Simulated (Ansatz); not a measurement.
Cost and result for the equilibrium volume of CuI

```cif
data_structure
_symmetry_space_group_name_H-M 'F-43m'
_symmetry_Int_Tables_number 216
_cell_length_a 6.0630
_cell_length_b 6.0630
_cell_length_c 6.0630
_cell_angle_alpha 90.000
_cell_angle_beta 90.000
_cell_angle_gamma 90.000
_cell_volume 222.88
loop_
_atom_site_label
_atom_site_type_symbol
_atom_site_symmetry_multiplicity
_atom_site_Wyckoff_symbol
_atom_site_fract_x
_atom_site_fract_y
_atom_site_fract_z
_atom_site_occupancy
I1 I 4 a 0.00000 0.00000 0.00000 1
Cu1 Cu 4 c 0.25000 0.25000 0.25000 1
```

```csv
rung,level,program and potentials,cutoff (eV),k mesh,core time,chip,equilibrium volume (Å³/atom),notes
LDA,LDA,"Ansatz, Ansatz PAW",420,8 × 8 × 8,16 s,Arm Neoverse V1,25.18,"potentials made for PBE, which Ansatz adapts in part"
GGA + dispersion,PBE+D4,"Ansatz, Ansatz PAW",420,8 × 8 × 8,24 s,Intel Xeon Skylake/Cascade Lake,26.60,-
GGA + dispersion,revPBE+D3(BJ),"Ansatz, Ansatz PAW",420,8 × 8 × 8,38 s,Intel Xeon Skylake/Cascade Lake,26.14,"potentials made for PBE, which Ansatz adapts in part"
GGA,BLYP,"Ansatz, Ansatz PAW",420,8 × 8 × 8,43 s,Intel Xeon Skylake/Cascade Lake,30.54,"potentials made for PBE, which Ansatz adapts in part"
GGA + dispersion,PBEsol+D3(BJ),"Ansatz, Ansatz PAW",420,8 × 8 × 8,48 s,Intel Xeon Skylake/Cascade Lake,25.15,"potentials made for PBE, which Ansatz adapts in part"
hybrid,HSEsol,"Ansatz, Ansatz PAW",420,4 × 4 × 4,3.3 min,Intel Xeon Skylake/Cascade Lake,26.98,"coarse mesh; potentials made for PBE, which Ansatz adapts in part"
hybrid,B3LYP,"Ansatz, Ansatz PAW",420,4 × 4 × 4,4.2 min,Intel Xeon Skylake/Cascade Lake,30.36,"coarse mesh; potentials made for PBE, which Ansatz adapts in part"
```

Times are single runs on shared hosts and different chips, so they are rough; meshes, cutoffs and the tasks' sizes weigh on the time. Task: relaxation of cell and atoms. All rows: no spin polarisation. Meshes differ between rows, which moves values too. Meshes are those of the run's cell of 2 atoms unless a note names another. Relaxations start from the cell shown or near it and stop with a little pressure left. The cell shown, of 27.86 Å³ an atom, is the runs' start and not the measured value. Misses use the values as printed. Runs on faulty files, with rough fits or with known faults for this quantity aren't shown. No row holds spin-orbit coupling.

Measured: 27.71 Å³/atom at 300 K (a printed reference work).

**Question.** Which of the timed runs without a coarse mesh or an atomic basis is the cheapest that comes within 1.5 % of the measured equilibrium volume?

**Answer.** None of them does; the nearest misses by -4.0 %. The runs are for a static lattice, while measurements hold temperature and zero-point motion.
